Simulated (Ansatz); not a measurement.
ZnS: equation of state with PBE

**Measured values to compare with.**

“Electronic, vibrational, and thermodynamic properties of ZnS (zincblende and rocksalt structure)”, 2009, arxiv:0911.5022 quotes, for a bulk crystal of ZnS: bulk modulus 76.9 GPa.

Crystal: ZnS.

```
CELL_PARAMETERS angstrom
0.00000 2.70200 2.70200
2.70200 0.00000 2.70200
2.70200 2.70200 0.00000
ATOMIC_POSITIONS crystal
Zn 0.75000 0.75000 0.75000
S 0.00000 0.00000 0.00000
```

```json
{"Program": "Ansatz 0.2.0", "Task": "equation of state", "Functional": "PBE", "Potentials or basis": "JTH PAW", "Cutoff": "1080 eV", "Density cutoff": "6480 eV", "k mesh": "9 × 9 × 9", "Occupations": "fermi-dirac, width 0.05 eV", "Spin": "no spin polarisation"}
```

```yaml
Equilibrium_volume: 20.14 Å³/atom
Bulk_modulus: 70 GPa
Pressure_derivative_of_the_bulk_modulus: 4.4
```

Energy against volume, from the lowest point:
| volume (Å³/atom) | energy (meV/atom) |
| --- | --- |
| 18.543 | 32.10 |
| 18.938 | 17.53 |
| 19.332 | 7.64 |
| 19.727 | 1.94 |
| 20.121 | 0.00 |
| 20.516 | 1.45 |
| 20.910 | 5.94 |

All runs of the series together: 24 s on 2 threads of Intel(R) Xeon(R) Platinum 8488C (Sapphire Rapids), with other jobs on the host.

Against the measured bulk modulus of ZnS, 76.9 GPa (quoted in “Electronic, vibrational, and thermodynamic properties of ZnS (zincblende and rocksalt structure)”, 2009, arxiv:0911.5022), the calculated 70 GPa is off by -9.4 %. The fit is for a static lattice scaled at fixed shape and fixed fractional positions.

PBE usually gives volumes a little too large and moduli too small.
